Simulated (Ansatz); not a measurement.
## CsBr under changes of volume

One of the cells (40.468 Å³/atom); the others are scaled copies at fixed shape and fractional positions:

```
CELL_PARAMETERS angstrom
4.32562 0.00000 0.00000
0.00000 4.32562 0.00000
0.00000 0.00000 4.32562
ATOMIC_POSITIONS crystal
Cs 0.00000 0.00000 0.00000
Br 0.50000 0.50000 0.50000
```

The cell comes from a database or a generator and needn't be the stable form of this composition.

| Item | Value |
| --- | --- |
| Program | Ansatz 0.2.0 |
| Functional | PBE |
| Potentials or basis | Ansatz PAW earlier set |
| Cutoff | 680 eV (not typed: the program's choice for these potentials) |
| k mesh | 6 × 6 × 6 |
| Occupations | fermi-dirac, width 0.05 eV |
| Spin | no spin polarisation |

```csv
volume (Å³/atom),energy over the lowest point (meV/atom),pressure (GPa),gap on the mesh (eV)
38.040,20.21,1.7,4.66
38.850,12.69,1.3,4.58
39.659,?,?,?
40.468,3.26,0.6,4.42
41.278,0.94,0.3,4.34
42.087,0.00,0.1,4.27
42.896,0.27,-0.2,4.20
```

**Question.** What does the run at 39.659 Å³/atom give?

**Answer.** Energy over the lowest point 7.11 meV/atom; pressure 0.9 GPa; gap on the mesh 4.50 eV.

Worked out: A Birch-Murnaghan fit of order 3 (a polynomial in V^(-2/3)) to the other rows has its minimum at 42.30 Å³/atom with B0 = V·E''(V) = 12.3 GPa and B' = 5.0. It gives 7.11 meV/atom at 39.659 Å³/atom, against the run's 7.11, and -dE/dV = 0.9 GPa, against 0.9. A straight line through the other rows of the gap, of slope -3.85 eV per unit of ln V, gives 4.50 eV, against the run's 4.50.

Energies are extrapolated to zero smearing.

Caveats: spin-orbit coupling is left out, which moves the levels of the heavy elements.
